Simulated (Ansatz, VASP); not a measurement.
Given: the input of a run of Ansatz 0.2.0 on WC (Qusongite).

Contents of input.yaml:

```yaml
crystal:
  lattice:
    - [2.9065, 0.0, 0.0]
    - [-1.45325, 2.5171028361, 0.0]
    - [0.0, 0.0, 2.8366]
  atoms:
    - { symbol: W, position: [0.0, 0.0, 0.0] }
    - { symbol: C, position: [0.6666666667, 0.3333333333, 0.5] }
hamiltonian:
  xc: revpbe
  pseudopotentials: { kind: paw }
  dispersion: d3bj
kpoints:
  mp_grid: { grid: [10, 10, 9] }
scf:
  occupations: { method: fermi_dirac, width: 0.05 }
output:
  forces: true
  stress: true
relax:
  f_tol: 0.01
  max_steps: 40
  cell: { stress_tol: 0.05 }
```

Potentials or basis: Ansatz PAW.

Run with:

```console
$ ansatz run input.yaml --threads 2 --pin off --max-ram 5632MiB --backend cpu --events-out ev --progress --plain --runs-dir out
```

**Question.** Set up the same calculation for VASP 6.6.1. Potentials there: VASP PAW PBE potentials, release 64 (W_sv, C).

**Answer.** As run (the cutoff follows the program's own potentials):

INCAR

```
PREC     = Accurate       # precision mode
ENCUT    = 600            # plane-wave cutoff, eV
EDIFF    = 1E-6           # SCF threshold, eV
ISMEAR   = -1             # smearing method
SIGMA    = 0.05           # smearing width, eV
LREAL    = False          # projectors in reciprocal space
LASPH    = True           # aspherical terms in the spheres
NELM     = 60             # most SCF steps
ALGO     = Normal         # electronic algorithm
ISIF     = 3              # what is computed and relaxed
LWAVE    = False          # write WAVECAR
LCHARG   = False          # write CHGCAR
GGA      = RE             # functional
IVDW     = 12             # dispersion correction
IBRION   = 2              # ionic algorithm
NSW      = 60             # ionic steps
EDIFFG   = -0.005         # ionic threshold
```

The input KPOINTS:

```
Automatic mesh
0
Gamma
  10 10 9
```

POSCAR

```
WC
1.0
    2.9065000000      0.0000000000      0.0000000000
   -1.4532500000      2.5171028361      0.0000000000
    0.0000000000      0.0000000000      2.8366000000
W C
1 1
Direct
    0.0000000000      0.0000000000      0.0000000000
    0.6666666667      0.3333333333      0.5000000000
```

Potentials or basis: VASP PAW PBE potentials, release 64 (W_sv, C).

Run with:

```sh
$ cat potpaw_PBE.64/W_sv/POTCAR potpaw_PBE.64/C/POTCAR > POTCAR
$ mpirun -np 1 vasp_std > vasp.out
```

Both were run:

|  | VASP | Ansatz | Ansatz less VASP |
| --- | --- | --- | --- |
| relaxed volume (Å³/atom) | 10.27 | 10.24 | -0.026 |
| relaxed cell length with the largest relative difference (Å) | 2.829 | 2.826 | -0.0027 |
| energy change over the relaxation (meV/atom) | -1 | -2 | -0.7 |

Caveats: the PAW data sets were made with another functional, which shifts forces and pressure a little (VASP); pairwise dispersion overbinds metals, which lowers pressure and volume (VASP); the plane-wave basis is chosen anew once the cell has moved, so the energies of steps on either side of that aren't comparable (Ansatz); the PAW data sets come from PBE, with cores solved anew for the run's functional, which leaves a small shift of forces and pressure (Ansatz). Spin-orbit coupling is left out, which matters for the levels of W.
